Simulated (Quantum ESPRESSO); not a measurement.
# Te2Pt (Moncheite) (P-3m1) in Quantum ESPRESSO: a series of runs

The runs below take Te2Pt (Moncheite) through single point, equation of state, with PBEsol.

Program: Quantum ESPRESSO 7.5. These are calculated values, not measurements. Logs are shortened: lines on timing, memory, paths and dates and some standing lists are left out, and cuts for length are marked.

### Step 1. The crystal as given

It takes space group P-3m1 (No. 164, trigonal). The conventional cell has a = 4.010 Å, b = 4.010 Å, c = 5.201 Å, α = 90.00°, β = 90.00°, γ = 120.00°. Pt (site symmetry -3m) has 6 Te at 2.66 Å as nearest neighbours. Around Te (site symmetry 3m) lie 3 Pt at 2.66 Å.

### Step 2. Single point, PBEsol, 22.69 Å³/atom

pw.in reads:

```
&CONTROL
  calculation = 'scf'
  prefix = 'pwscf'
  outdir = './tmp'
  pseudo_dir = './pseudo'
  tstress = .true.
  disk_io = 'nowf'
/
&SYSTEM
  ibrav = 0
  nat = 3
  ntyp = 2
  ecutwfc = 45
  ecutrho = 360
  nbnd = 21
  occupations = 'smearing'
  smearing = 'fd'
  degauss = 0.00367493
/
&ELECTRONS
  conv_thr = 6d-10
  electron_maxstep = 120
  mixing_beta = 0.5
/
ATOMIC_SPECIES
Pt   195.0840 pt_pbesol_v1.4.uspp.F.UPF
Te   127.6000 te_pbesol_v1.uspp.F.UPF
CELL_PARAMETERS angstrom
   3.9281402959    0.0000000000    0.0000000000
  -1.9640701480    3.4018692859    0.0000000000
   0.0000000000    0.0000000000    5.0948273514
ATOMIC_POSITIONS crystal
Pt     0.0000000000    0.0000000000    0.0000000000
Te     0.6666666667    0.3333333333    0.7500000000
Te     0.3333333333    0.6666666667    0.2500000000
K_POINTS automatic
8 8 5 0 0 0
```

Potentials or basis: GBRV 1.5 PBEsol.

Launch:

```bash
$ OMP_NUM_THREADS=1 mpirun -n 2 pw.x -nk 2 -in pw.in > pw.out
```

pw.out:

```text
This program is part of the open-source Quantum ESPRESSO suite
     for quantum simulation of materials; please cite
[... 13 lines left out ...]
     --------------------
     sticks:   dense  smooth     PW     G-vecs:    dense   smooth      PW
     Sum        1369     673    199                52943    18749    3005

     Using Slab Decomposition

     bravais-lattice index     =            0
     lattice parameter (alat)  =       7.4231  a.u.
     unit-cell volume          =     459.4420 (a.u.)^3
     number of atoms/cell      =            3
     number of atomic types    =            2
     number of electrons       =        28.00
     number of Kohn-Sham states=           21
     kinetic-energy cutoff     =      45.0000  Ry
     charge density cutoff     =     360.0000  Ry
     scf convergence threshold =      6.0E-10
     mixing beta               =       0.5000
     number of iterations used =            8  plain     mixing
     Exchange-correlation= SLA  PW   PSX  PSC
                           (   1   4  10   8   0   0   0)

     celldm(1)=   7.423109  celldm(2)=   0.000000  celldm(3)=   0.000000
     celldm(4)=   0.000000  celldm(5)=   0.000000  celldm(6)=   0.000000

     crystal axes: (cart. coord. in units of alat)
               a(1) = (   1.000000   0.000000   0.000000 )
               a(2) = (  -0.500000   0.866025   0.000000 )
               a(3) = (   0.000000   0.000000   1.297007 )

     reciprocal axes: (cart. coord. in units 2 pi/alat)
               b(1) = (  1.000000  0.577350 -0.000000 )
               b(2) = (  0.000000  1.154701  0.000000 )
               b(3) = (  0.000000 -0.000000  0.771006 )

     PseudoPot. # 1 for Pt read from file:
     pt_pbesol_v1.4.uspp.F.UPF
     Pseudo is Ultrasoft + core correction, Zval = 16.0
     Generated by new atomic code, or converted to UPF format
     Using radial grid of  985 points,  6 beta functions with:
                l(1) =   0
                l(2) =   0
                l(3) =   1
                l(4) =   1
                l(5) =   2
                l(6) =   2
     Q(r) pseudized with  8 coefficients,  rinner =    1.300   1.300   1.300
                                                       1.300   1.300

     PseudoPot. # 2 for Te read from file:
     te_pbesol_v1.uspp.F.UPF
     Pseudo is Ultrasoft + core correction, Zval =  6.0
     Generated by new atomic code, or converted to UPF format
     Using radial grid of  891 points,  5 beta functions with:
                l(1) =   0
                l(2) =   0
                l(3) =   1
                l(4) =   1
                l(5) =   2
     Q(r) pseudized with  6 coefficients,  rinner =    1.800   1.800   1.800
                                                       1.800   1.800

     atomic species   valence    mass     pseudopotential
     Pt               16.00   195.08400     Pt( 1.00)
     Te                6.00   127.60000     Te( 1.00)

     12 Sym. Ops., with inversion, found

   Cartesian axes

     site n.     atom                  positions (alat units)
         1        Pt     tau(   1) = (   0.0000000   0.0000000   0.0000000  )
         2        Te     tau(   2) = (   0.5000000   0.2886751   0.9727556  )
         3        Te     tau(   3) = (  -0.0000000   0.5773503   0.3242519  )

     number of k points=    40  Fermi-Dirac smearing, width (Ry)=  0.0037
                       cart. coord. in units 2pi/alat
        k(    1) = (   0.0000000   0.0000000   0.0000000), wk =   0.0062500
        k(    2) = (   0.0000000   0.0000000   0.1542011), wk =   0.0125000
        k(    3) = (   0.0000000   0.0000000   0.3084022), wk =   0.0125000
        k(    4) = (   0.0000000   0.1443376   0.0000000), wk =   0.0375000
        k(    5) = (   0.0000000   0.1443376   0.1542011), wk =   0.0375000
        k(    6) = (   0.0000000   0.1443376   0.3084022), wk =   0.0375000
[... 32 lines left out ...]
        k(   39) = (  -0.1250000   0.5051815  -0.1542011), wk =   0.0750000
        k(   40) = (  -0.1250000   0.5051815  -0.3084022), wk =   0.0750000

     Dense  grid:    52943 G-vectors     FFT dimensions: (  45,  45,  60)

     Smooth grid:    18749 G-vectors     FFT dimensions: (  32,  32,  45)

     Initial potential from superposition of free atoms

     starting charge      27.4996, renormalised to      28.0000

     negative rho (up, down):  1.863E-01 0.000E+00
     Starting wfcs are   20 randomized atomic wfcs +    1 random wfcs

     Self-consistent Calculation

     iteration #  1     ecut=    45.00 Ry     beta= 0.50
     Davidson diagonalization with overlap
     ethr =  1.00E-02,  avg # of iterations =  5.4

     negative rho (up, down):  1.730E-01 0.000E+00

     total energy              =    -262.60878778 Ry
     estimated scf accuracy    <       1.79441103 Ry

     iteration #  2     ecut=    45.00 Ry     beta= 0.50
     Davidson diagonalization with overlap
     ethr =  6.41E-03,  avg # of iterations =  2.0

     negative rho (up, down):  1.773E-01 0.000E+00

     total energy              =    -263.20134363 Ry
     estimated scf accuracy    <       2.21393098 Ry

     iteration #  3     ecut=    45.00 Ry     beta= 0.50
     Davidson diagonalization with overlap
     ethr =  6.41E-03,  avg # of iterations =  1.7

     negative rho (up, down):  1.763E-01 0.000E+00

     total energy              =    -263.46784557 Ry
     estimated scf accuracy    <       0.04505017 Ry

     iteration #  4     ecut=    45.00 Ry     beta= 0.50
     Davidson diagonalization with overlap
     ethr =  1.61E-04,  avg # of iterations =  3.3
[... 55 lines left out ...]
     negative rho (up, down):  1.757E-01 0.000E+00

     total energy              =    -263.47900294 Ry
     estimated scf accuracy    <          2.8E-09 Ry

     iteration # 11     ecut=    45.00 Ry     beta= 0.50
     Davidson diagonalization with overlap
     ethr =  9.97E-12,  avg # of iterations =  1.1

     negative rho (up, down):  1.757E-01 0.000E+00

     total energy              =    -263.47900294 Ry
     estimated scf accuracy    <          7.1E-10 Ry

     iteration # 12     ecut=    45.00 Ry     beta= 0.50
     Davidson diagonalization with overlap
     ethr =  2.53E-12,  avg # of iterations =  2.0

     negative rho (up, down):  1.757E-01 0.000E+00

     End of self-consistent calculation

          k = 0.0000 0.0000 0.0000 (  2319 PWs)   bands (ev):

   -41.5813 -41.5813 -41.4569  -2.5887   1.4184   4.9132   5.7412   5.7412
     7.9827   7.9827   9.4468  11.7360  11.7360  13.6029  13.6029  13.7293
    14.9163  17.2088  18.1933  18.1933  22.2319

          k = 0.0000 0.0000 0.1542 (  2319 PWs)   bands (ev):

   -41.5813 -41.5813 -41.4569  -2.4075   0.7431   5.7422   5.7652   5.7652
     7.9654   7.9654   9.5139  11.4991  11.4991  12.9406  14.0150  14.0150
    15.1091  17.8255  17.9456  17.9456  21.2876

          k = 0.0000 0.0000 0.3084 (  2336 PWs)   bands (ev):

   -41.5813 -41.5813 -41.4569  -1.9706  -0.2457   5.8046   5.8046   6.9853
     7.9399   7.9399   9.7675  11.1936  11.1936  11.4841  14.7526  14.7526
    16.0115  17.3713  17.3713  18.4461  20.0526

          k = 0.0000 0.1443 0.0000 (  2309 PWs)   bands (ev):

   -41.5824 -41.5816 -41.4567  -2.3943   1.2823   5.1153   5.8531   5.9018
     7.8244   7.8996   9.2080  10.7437  11.2483  12.6406  13.9287  13.9540
    16.0574  17.4210  18.6365  18.6784  20.4667

          k = 0.0000 0.1443 0.1542 (  2322 PWs)   bands (ev):

   -41.5824 -41.5816 -41.4567  -2.2174   0.7245   5.3808   5.8406   6.3367
     7.7305   7.9011   9.2346  10.5621  11.6338  13.2137  13.2402  13.5899
    15.9337  16.8660  19.2351  19.3462  19.4774
[... 21 lines left out ...]
   -41.5850 -41.5822 -41.4563  -1.2784  -0.0199   5.2462   6.0918   6.5157
     7.5617   7.7590   8.7198  10.9115  11.0346  11.6778  12.9722  12.9948
    15.3733  17.4941  19.0922  20.6553  20.9519

          k = 0.0000 0.4330 0.0000 (  2342 PWs)   bands (ev):

   -41.5877 -41.5828 -41.4558  -1.0359   0.4817   5.3967   6.4337   6.5542
     7.2545   7.8704   8.4387   9.2526   9.3020  10.0280  12.9846  15.0698
    15.9678  18.0268  18.3232  18.4666  21.0404

          k = 0.0000 0.4330 0.1542 (  2340 PWs)   bands (ev):

   -41.5877 -41.5828 -41.4558  -0.9667   0.5133   4.8725   6.1030   6.3049
     7.6745   7.9944   8.4060   9.4527   9.5841  11.3256  12.4825  13.9767
    15.7888  16.5905  19.5656  20.7377  21.2417

          k = 0.0000 0.4330 0.3084 (  2350 PWs)   bands (ev):

   -41.5877 -41.5828 -41.4559  -0.6715   0.2066   4.7011   5.8209   6.2430
     7.8161   7.9878   8.5262   9.1427  10.0244  12.0020  13.0254  13.1756
    15.6577  16.6934  20.2022  21.1756  21.2152

          k = 0.0000-0.5774 0.0000 (  2350 PWs)   bands (ev):

   -41.5888 -41.5831 -41.4556  -0.3114  -0.0484   4.8739   6.5312   6.8733
     8.1348   8.3540   8.3983   8.5054   8.5780   9.3362  12.5943  15.2574
    16.0717  17.6145  18.0413  18.3169  23.1361

          k = 0.0000-0.5774 0.1542 (  2342 PWs)   bands (ev):

   -41.5888 -41.5831 -41.4557  -0.3033   0.0425   4.6735   6.4306   6.5219
     7.7315   8.3345   8.4132   8.6025   8.8083  10.1818  13.4468  14.2816
    15.8358  16.3917  19.3824  20.2914  22.4301

          k = 0.0000-0.5774 0.3084 (  2328 PWs)   bands (ev):

   -41.5888 -41.5831 -41.4557  -0.2769   0.1874   4.3428   6.0901   6.2970
     7.3494   8.3302   8.4226   8.7525   9.3207  11.2992  13.1650  14.1033
    16.1183  16.5159  19.4112  21.0546  21.5551

          k = 0.1250 0.2165 0.0000 (  2336 PWs)   bands (ev):

   -41.5842 -41.5821 -41.4564  -2.0198   1.0514   5.4895   6.0631   6.1480
     7.5047   7.6914   8.7059  10.0650  10.1658  12.5946  13.4403  14.1649
    16.6692  17.0313  19.0184  19.9446  20.1611

          k = 0.1250 0.2165 0.1542 (  2333 PWs)   bands (ev):

   -41.5842 -41.5821 -41.4564  -1.8473   0.6461   5.3571   6.0444   6.7043
     7.3723   7.7169   8.7901  10.2610  10.4889  11.7639  13.4971  14.3514
    16.3116  17.5809  18.4774  19.3279  20.4657

          k = 0.1250 0.2165 0.3084 (  2338 PWs)   bands (ev):

   -41.5842 -41.5821 -41.4564  -1.4198  -0.1066   5.3648   6.0387   7.0407
     7.4707   7.6812   8.9070  10.5589  11.3031  11.3869  12.5532  14.0783
    16.6684  17.4981  18.1488  19.6637  20.1583

          k = 0.1250 0.3608 0.0000 (  2354 PWs)   bands (ev):

   -41.5865 -41.5830 -41.4560  -1.3380   0.6890   5.9226   6.1677   6.4870
     6.7555   7.6903   8.3736   9.3032   9.5079  11.5540  13.1691  14.1384
    16.0027  17.5525  18.8277  19.5929  20.4533

          k = 0.1250 0.3608 0.1542 (  2344 PWs)   bands (ev):
[... 79 lines left out ...]
   -41.5850 -41.5822 -41.4563  -1.6544   0.5381   5.5166   6.2130   6.6182
     7.4506   7.6601   8.8567   9.8615  10.2556  10.2741  14.5064  14.6878
    16.6035  17.5819  18.7919  18.8107  20.3412

          k = 0.0000 0.2887-0.3084 (  2344 PWs)   bands (ev):

   -41.5850 -41.5822 -41.4563  -1.2272  -0.1200   5.3297   6.1772   6.6917
     7.6569   7.6638   8.9217  10.2746  10.6340  10.7460  13.7151  13.7680
    16.3930  17.4160  19.1351  19.7678  20.1771

          k = 0.0000 0.4330-0.1542 (  2340 PWs)   bands (ev):

   -41.5877 -41.5828 -41.4558  -0.8323   0.2214   5.3827   6.4433   6.5268
     7.3003   7.7981   8.5121   9.1827   9.4590   9.5843  14.4747  14.4909
    15.8679  16.8125  19.3281  19.9172  20.9582

          k = 0.0000 0.4330-0.3084 (  2350 PWs)   bands (ev):

   -41.5877 -41.5828 -41.4559  -0.4580  -0.1058   4.9983   5.9726   6.3156
     7.6176   7.8908   8.6165   8.9007   9.8872  10.9763  13.3264  14.1589
    16.2900  17.1362  18.9457  20.8956  21.3820

          k =-0.1250 0.3608-0.1542 (  2344 PWs)   bands (ev):

   -41.5865 -41.5830 -41.4560  -1.1621   0.4231   5.6510   6.1775   6.5076
     7.1534   7.6427   8.4761   9.1678   9.8970  10.6314  13.4640  14.6188
    16.8032  17.5645  18.2828  19.7530  20.3061

          k =-0.1250 0.3608-0.3084 (  2341 PWs)   bands (ev):

   -41.5865 -41.5830 -41.4560  -0.7630  -0.0471   5.2905   5.8411   6.6322
     7.3861   7.7545   8.5817   9.4221  10.1708  10.8669  12.8617  14.6829
    17.0190  17.5173  19.1216  19.5681  20.6728

          k =-0.1250 0.5052-0.1542 (  2351 PWs)   bands (ev):

   -41.5882 -41.5837 -41.4557  -0.3512   0.0753   5.0344   6.2116   6.8549
     6.9835   7.9304   8.3869   8.5925   9.3291  10.3809  13.2142  14.0964
    16.4264  17.3728  18.5895  20.8593  21.4447

          k =-0.1250 0.5052-0.3084 (  2345 PWs)   bands (ev):

   -41.5882 -41.5837 -41.4557  -0.1136  -0.0351   4.7305   5.8063   6.6798
     7.1267   7.9841   8.4015   8.5932   9.5641  10.5854  13.2928  14.9657
    16.6879  17.2990  19.1586  20.8188  20.9111

     the Fermi energy is    12.4897 ev

!    total energy              =    -263.47900294 Ry
     estimated scf accuracy    <          2.5E-11 Ry
     smearing contrib. (-TS)   =      -0.00108018 Ry
     internal energy E=F+TS    =    -263.47792276 Ry

     The total energy is F=E-TS. E is the sum of the following terms:
     one-electron contribution =     -91.96664630 Ry
     hartree contribution      =      61.99523794 Ry
     xc contribution           =     -85.72438993 Ry
     ewald contribution        =    -147.78212447 Ry

     convergence has been achieved in  12 iterations

     Computing stress (Cartesian axis) and pressure

     negative rho (up, down):  1.757E-01 0.000E+00
          total   stress  (Ry/bohr**3)                   (kbar)     P=      146.55
   0.00111266   0.00000000   0.00000000          163.68        0.00        0.00
   0.00000000   0.00111266   0.00000000            0.00      163.68        0.00
   0.00000000   0.00000000   0.00076326            0.00        0.00      112.28

=------------------------------------------------------------------------------=
   JOB DONE.
=------------------------------------------------------------------------------=
```

It took 35 s on 2 MPI ranks of Arm Neoverse N1, shared host; peak memory 0.32 GiB.

Results:

* Free energy: -3584.8145 eV
* Pressure: 14.7 GPa
* Band gap on the k mesh: none (metal or under the smearing width)

### Step 3. Single point, PBEsol, 23.18 Å³/atom

Edit pw.in of step 2 so:

```diff
@@ -28,5 +28,5 @@
 CELL_PARAMETERS angstrom
-   3.9281402959    0.0000000000    0.0000000000
-  -1.9640701480    3.4018692859    0.0000000000
-   0.0000000000    0.0000000000    5.0948273514
+   3.9558041672    0.0000000000    0.0000000000
+  -1.9779020836    3.4258269012    0.0000000000
+   0.0000000000    0.0000000000    5.1307075994
 ATOMIC_POSITIONS crystal
```

Potentials or basis: GBRV 1.5 PBEsol.

Launch:

```bash
$ OMP_NUM_THREADS=1 mpirun -n 2 pw.x -nk 2 -in pw.in > pw.out
```

Run time: 36 s. Hardware: 2 MPI ranks of Arm Neoverse N1, shared host; peak memory 0.32 GiB.

The run converged. Its results:

```yaml
Free_energy: -3584.9319 eV
Pressure: 11.1 GPa
Band_gap_on_the_k_mesh: none (metal or under the smearing width)
```

### Step 4. Single point, PBEsol, 23.66 Å³/atom

Edit pw.in of step 3 so:

```diff
@@ -28,5 +28,5 @@
 CELL_PARAMETERS angstrom
-   3.9558041672    0.0000000000    0.0000000000
-  -1.9779020836    3.4258269012    0.0000000000
-   0.0000000000    0.0000000000    5.1307075994
+   3.9830864374    0.0000000000    0.0000000000
+  -1.9915432187    3.4494540403    0.0000000000
+   0.0000000000    0.0000000000    5.1660929080
 ATOMIC_POSITIONS crystal
```

Launch:

```bash
$ OMP_NUM_THREADS=1 mpirun -n 2 pw.x -nk 2 -in pw.in > pw.out
```

Wall time 44 s (2 MPI ranks of Arm Neoverse N1, shared host); peak memory 0.32 GiB.

It converged, with:

| Property | Result |
| --- | --- |
| Free energy | -3585.0193 eV |
| Pressure | 8.0 GPa |
| Band gap on the k mesh | none (metal or under the smearing width) |

### Step 5. Single point, PBEsol, 24.14 Å³/atom

Edit pw.in of step 4 so:

```diff
@@ -28,5 +28,5 @@
 CELL_PARAMETERS angstrom
-   3.9830864374    0.0000000000    0.0000000000
-  -1.9915432187    3.4494540403    0.0000000000
-   0.0000000000    0.0000000000    5.1660929080
+   4.0100000000    0.0000000000    0.0000000000
+  -2.0050000000    3.4727618692    0.0000000000
+   0.0000000000    0.0000000000    5.2010000000
 ATOMIC_POSITIONS crystal
```

Launch:

```bash
$ OMP_NUM_THREADS=1 mpirun -n 2 pw.x -nk 2 -in pw.in > pw.out
```

Run time: 48 s. Hardware: 2 MPI ranks of Arm Neoverse N1, shared host; peak memory 0.34 GiB.

The run converged. Its results:

```yaml
Free_energy: -3585.0797 eV
Pressure: 5.2 GPa
Band_gap_on_the_k_mesh: none (metal or under the smearing width)
```

### Step 6. Single point, PBEsol, 24.63 Å³/atom

Edit pw.in of step 5 so:

```diff
@@ -28,5 +28,5 @@
 CELL_PARAMETERS angstrom
-   4.0100000000    0.0000000000    0.0000000000
-  -2.0050000000    3.4727618692    0.0000000000
-   0.0000000000    0.0000000000    5.2010000000
+   4.0365570653    0.0000000000    0.0000000000
+  -2.0182785327    3.4957609624    0.0000000000
+   0.0000000000    0.0000000000    5.2354447124
 ATOMIC_POSITIONS crystal
```

Potentials or basis: GBRV 1.5 PBEsol.

Launch:

```bash
$ OMP_NUM_THREADS=1 mpirun -n 2 pw.x -nk 2 -in pw.in > pw.out
```

It took 48 s on 2 MPI ranks of Arm Neoverse N1, shared host; peak memory 0.34 GiB.

The run converged. Its results:

```
Free energy            : -3585.1162 eV
Pressure               : 2.7 GPa
Band gap on the k mesh : none (metal or under the smearing width)
```

### Step 7. Single point, PBEsol, 25.11 Å³/atom

Edit pw.in of step 6 so:

```diff
@@ -28,5 +28,5 @@
 CELL_PARAMETERS angstrom
-   4.0365570653    0.0000000000    0.0000000000
-  -2.0182785327    3.4957609624    0.0000000000
-   0.0000000000    0.0000000000    5.2354447124
+   4.0627692093    0.0000000000    0.0000000000
+  -2.0313846047    3.5184613450    0.0000000000
+   0.0000000000    0.0000000000    5.2694420593
 ATOMIC_POSITIONS crystal
```

Launch:

```bash
$ OMP_NUM_THREADS=1 mpirun -n 2 pw.x -nk 2 -in pw.in > pw.out
```

Run time: 48 s. Hardware: 2 MPI ranks of Arm Neoverse N1, shared host; peak memory 0.34 GiB.

Results (log left out):

```
Free energy            : -3585.1313 eV
Pressure               : 0.5 GPa
Band gap on the k mesh : none (metal or under the smearing width)
```

### Step 8. Single point, PBEsol, 25.59 Å³/atom

Edit pw.in of step 7 so:

```diff
@@ -28,5 +28,5 @@
 CELL_PARAMETERS angstrom
-   4.0627692093    0.0000000000    0.0000000000
-  -2.0313846047    3.5184613450    0.0000000000
-   0.0000000000    0.0000000000    5.2694420593
+   4.0886474179    0.0000000000    0.0000000000
+  -2.0443237090    3.5408725311    0.0000000000
+   0.0000000000    0.0000000000    5.3030062894
 ATOMIC_POSITIONS crystal
```

Launch:

```bash
$ OMP_NUM_THREADS=1 mpirun -n 2 pw.x -nk 2 -in pw.in > pw.out
```

Wall time 49 s (2 MPI ranks of Arm Neoverse N1, shared host); peak memory 0.34 GiB.

The run converged. Its results:

- Free energy: -3585.1273 eV
- Pressure: -1.5 GPa
- Band gap on the k mesh: none (metal or under the smearing width)

### Step 9. Equation of state, PBEsol

Potentials or basis: GBRV 1.5 PBEsol.

No new run: the results of the series are fitted here.

What came out:

- Equilibrium volume: 25.24 Å³/atom
- Bulk modulus at fixed shape and positions: 107 GPa
- Pressure derivative of the bulk modulus: 4.9

Energy against volume, from the lowest point:
```tsv
volume (Å³/atom)	energy (meV/atom)
22.694	105.61
23.177	66.45
23.660	37.35
24.143	17.19
24.626	5.04
25.108	0.00
25.591	1.33
```

Caveat: the cell was scaled at fixed shape and fractional positions, which overstates the stiffness of a crystal with free parameters, most of all of layers and chains. The run has no spin-orbit coupling, so splittings on Pt, Te are missing.
